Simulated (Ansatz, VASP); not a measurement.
**Two plane-wave programs on Mg**

INCAR

```
PREC = Accurate ; ENCUT = 520
EDIFF = 1E-6 ; ISMEAR = -1
SIGMA = 0.1 ; LREAL = F
LASPH = T ; NELM = 100
ALGO = Fast ; ISIF = 2
LWAVE = F ; LCHARG = F
GGA = CA ; NBANDS = 7
```

KPOINTS

```
regular mesh
0
Gamma
  14 14 14
```

Contents of POSCAR:

```
Mg
1.0
   -1.7996025618      1.7996025618      1.7996025618
    1.7996025618     -1.7996025618      1.7996025618
    1.7996025618      1.7996025618     -1.7996025618
Mg
1
Direct
    0.0000000000      0.0000000000      0.0000000000
```

Input for Ansatz:

```yaml
crystal:
  lattice:
    - [-1.7996025618, 1.7996025618, 1.7996025618]
    - [1.7996025618, -1.7996025618, 1.7996025618]
    - [1.7996025618, 1.7996025618, -1.7996025618]
  atoms:
    - { symbol: Mg, position: [0.0, 0.0, 0.0] }
hamiltonian:
  xc: lda
  pseudopotentials:
    kind: paw
    azcp:
      Mg: "pseudopotentials/Mg.paw.azcp"
basis:
  ecutwfc: 420
  fft_grid_basis: typed
kpoints:
  mp_grid: { grid: [14, 14, 14], shift: [0, 0, 0] }
magnetization:
  spin_polarized: false
scf:
  occupations: { method: fermi_dirac, width: 0.1 }
  lower_state_search: "off"
output:
  stress: true
```

Alike in both runs: task single point; functional LDA; k mesh 14 × 14 × 14; occupations fermi-dirac, width 0.1 eV; no spin polarisation.

|  | VASP | Ansatz |
| --- | --- | --- |
| version | VASP 6.6.1 | Ansatz 0.2.0 |
| potentials or method | VASP PAW LDA potentials, release 64 (Mg) | plane waves (420 eV) with PAW, scalar-relativistic |
| plane-wave cutoff (eV) | 520 | 420 |
| valence electrons in the cell | 2 | 10 |

```csv
,VASP,Ansatz,Ansatz less VASP
pressure (GPa),-2.8,-2.5,+0.31
```

The two sets of potentials don't hold the same shells in valence. Ansatz warned: «pseudo_functional_mismatch».
